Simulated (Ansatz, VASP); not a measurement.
Ru: VASP beside Ansatz

```
CELL_PARAMETERS angstrom
2.48092 0.00000 0.00000
0.00000 2.48092 0.00000
0.00000 0.00000 2.48092
ATOMIC_POSITIONS crystal
Ru 0.00000 0.00000 0.00000
```

Alike in both runs: functional PBEsol; k mesh 15 × 15 × 15; occupations fermi-dirac, width 0.1 eV; no spin polarisation.

Ansatz relaxed the structure, and its values are those at the end. VASP's run is a single point on that final structure, the one shown.

```csv
,VASP,Ansatz
version,VASP 6.6.1,Ansatz 0.2.0
potentials or method,"VASP PAW PBE potentials, release 64 (Ru_pv)","PAW with Ansatz's default frozen-core files, scalar-relativistic"
plane-wave cutoff (eV),520,420
valence electrons in the cell,14,16
```

```tsv
	VASP	Ansatz	Ansatz less VASP
pressure (GPa)	0.2	0.0	-0.17
```

The two sets of potentials don't hold the same shells in valence.

Caveats: the PAW data sets were made with another functional, which shifts forces and pressure a little (VASP).
